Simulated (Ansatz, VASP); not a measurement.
BN in VASP and in Ansatz

Contents of INCAR:

```
SYSTEM = BN
PREC = Accurate
ENCUT = 520
EDIFF = 1E-6
ISMEAR = 0
SIGMA = 0.05
LREAL = .False.
LASPH = .True.
NELM = 100
ALGO = Normal
ISIF = 2
LWAVE = .False.
LCHARG = .False.
GGA = PS
NBANDS = 16
```

File KPOINTS:

```
Automatic mesh
0
Gamma
  12 12 6
  0 0 0
```

Contents of POSCAR:

```
BN
1.0
    2.5410113138      0.0000000000      0.0000000000
   -1.2705056569      2.2005803491      0.0000000000
    0.0000000000      0.0000000000      4.2032955032
B N
2 2
Direct
    0.6666666667      0.3333333333      0.9997329962
    0.3333333333      0.6666666667      0.4997329962
    0.6666666667      0.3333333333      0.6252670038
    0.3333333333      0.6666666667      0.1252670038
```

Input for Ansatz:

```yaml
crystal:
  lattice:
    - [2.5410113138, 0.0, 0.0]
    - [-1.2705056569, 2.2005803491, 0.0]
    - [0.0, 0.0, 4.2032955032]
  atoms:
    - { symbol: B, position: [0.6666666667, 0.3333333333, 0.9997329962] }
    - { symbol: B, position: [0.3333333333, 0.6666666667, 0.4997329962] }
    - { symbol: "N", position: [0.6666666667, 0.3333333333, 0.6252670038] }
    - { symbol: "N", position: [0.3333333333, 0.6666666667, 0.1252670038] }
basis:
  ecutwfc: 420
kpoints:
  mp_grid: { grid: [12, 12, 6] }
hamiltonian:
  xc: pbesol
scf:
  occupations: { method: gaussian, width: 0.05 }
output:
  forces: true
  stress: true
  eigenvalues: true
```

Measurements of this composition are mostly on another form, of space group No. 194.

Alike in both runs: task single point; functional PBEsol; k mesh 12 × 12 × 6; occupations gaussian, width 0.05 eV; no spin polarisation.

|  | VASP | Ansatz |
| --- | --- | --- |
| version | VASP 6.6.1 | Ansatz 0.2.0 |
| potentials or method | VASP PAW PBE potentials, release 64 (B, N) | scalar-relativistic, plane waves, PAW |
| plane-wave cutoff (eV) | 520 | 420 |
| valence electrons in the cell | 16 | 16 |

|  | VASP | Ansatz | Ansatz less VASP |
| --- | --- | --- | --- |
| gap on the k mesh at the Fermi level (eV) | 4.95 | 4.96 | +0.018 |
| least direct gap on the mesh (eV) | 8.22 | 8.23 | +0.005 |
| pressure (GPa) | 0.6 | 0.0 | -0.61 |

Caveats: the PAW data sets were made with another functional, which shifts forces and pressure a little (VASP). A k mesh can miss the band edges.
